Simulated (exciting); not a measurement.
Wanted: the native input for an exciting (release sodium) run.

| Item | Value |
| --- | --- |
| Task | single point |
| Functional | LDA |
| Potentials or basis | all-electron LAPW+lo, shipped species files, valence relativity iora* |
| rgkmax | 8 |
| k mesh | 7 × 7 × 7 |
| Occupations | gaussian, width 0.027 eV |
| Spin | no spin polarisation |
| outputlevel | normal |
| gmaxvr (cutoff of density and potential) | 14 1/bohr |
| lmaxapw (and lmaxmat) | 10 |
| lmaxvr | 8 |
| nempty | 10 |
| Valence relativity | iora* |
| epsengy | 1e-05 Ha |
| epspot | 1e-05 Ha |
| maxscl | 60 |
| Muffin-tin radii | Ge 2.0 bohr |

Ge:

```
CELL_PARAMETERS angstrom
-2.57449 2.57449 1.39741
2.57449 -2.57449 1.39741
2.57449 2.57449 -1.39741
ATOMIC_POSITIONS crystal
Ge 0.50000 0.50000 0.00000
Ge 0.25000 0.75000 0.50000
```

This isn't the form of Ge at room conditions, which is diamond.

These files were run (other wordings do the same):

input.xml

```xml
<input>
  <title>Ge</title>
  <structure speciespath="./" tshift="false">
    <crystal scale="1">
      <basevect>-4.865080479575 4.865080479575 2.640727178737</basevect>
      <basevect>4.865080479575 -4.865080479575 2.640727178737</basevect>
      <basevect>4.865080479575 4.865080479575 -2.640727178737</basevect>
    </crystal>
    <species speciesfile="Ge.xml" rmt="2">
      <atom coord="0.500000000000 0.500000000000 0.000000000000"/>
      <atom coord="0.250000000000 0.750000000000 0.500000000000"/>
    </species>
  </structure>
  <groundstate do="fromscratch" ngridk="7 7 7" rgkmax="8" gmaxvr="14" lmaxapw="10" lmaxmat="10" lmaxvr="8" xctype="LDA_PW" stype="Gaussian" swidth="0.00099223" nempty="10" ValenceRelativity="iora*" epsengy="1e-05" epspot="1e-05" maxscl="60" tforce="true" outputlevel="normal"/>
</input>
```

Potentials or basis: all-electron LAPW+lo, shipped species files, valence relativity iora*.

Command:

```bash
$ OMP_NUM_THREADS=1 exciting_smp
```

It gave:

```yaml
Band_gap_on_the_k_mesh: none (metal or under the smearing width)
All_electrons_inside_the_program's_atomic_spheres: Ge 29.51 (radii Ge 2.0 bohr)
```

Caveat: the k mesh is coarse (spacing up to 0.37 Å⁻¹), so the values aren't converged; rgkmax is low for these elements, so energy differences scatter by about 1 meV per atom.

Run time: 83 s on 1 thread of AMD EPYC 7R43 64-Core Processor (Zen 3), with other jobs on the host, peak memory 0.14 GiB.
